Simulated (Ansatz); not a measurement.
Crystal: ZrN.

```
Zr N
1.0
     0.00000    2.30000    2.30000
     2.30000    0.00000    2.30000
     2.30000    2.30000    0.00000
Zr N
1 1
Direct
  0.50000 0.50000 0.50000
  0.00000 0.00000 0.00000
```

* Program: Ansatz 0.2.0
* Task: relaxation of cell and atoms
* Functional: PBEsol
* Potentials or basis: Ansatz PAW
* Cutoff: 420 eV (not typed: the program's choice for these potentials)
* k mesh: 10 × 10 × 10
* Occupations: fermi-dirac, width 0.05 eV
* Spin: no spin polarisation

At the start: volume 12.17 Å³/atom.

Task: How do energy, volume and symmetry change on relaxing?

Result: It ends after 7 steps and the volume is 11.79 Å³/atom (-3.1 %); space group Fm-3m (No. 225, to 0.05 Å).

The path:
| step | energy change (eV) | largest force (eV/Å) | volume (Å³) |
| --- | --- | --- | --- |
| 1 | 0.0000 | 0.0000 | 24.33 |
| 2 | -0.0123 | 0.0000 | 23.09 |
| 3 | -0.0204 | 0.0000 | 23.62 |
| 4 | -0.0205 | 0.0000 | 23.59 |
| 5 | -0.0189 | 0.0000 | 23.59 |
| 6 | -0.0189 | 0.0000 | 23.58 |
| 7 | -0.0189 | 0.0000 | 23.58 |

Final structure:
```
Zr N
1.0
     0.00000    2.27613    2.27613
     2.27613    0.00000    2.27613
     2.27613    2.27613    0.00000
Zr N
1 1
Direct
  0.50000 0.50000 0.50000
  0.00000 0.00000 0.00000
```

Caveat: the plane-wave basis is chosen anew once the cell has moved, so the energies of steps on either side of that aren't comparable; the pressure holds a Pulay correction of +0.4 GPa for the finite cutoff; the PAW data sets come from PBE, with cores solved anew for the run's functional, which leaves a small shift of forces and pressure.
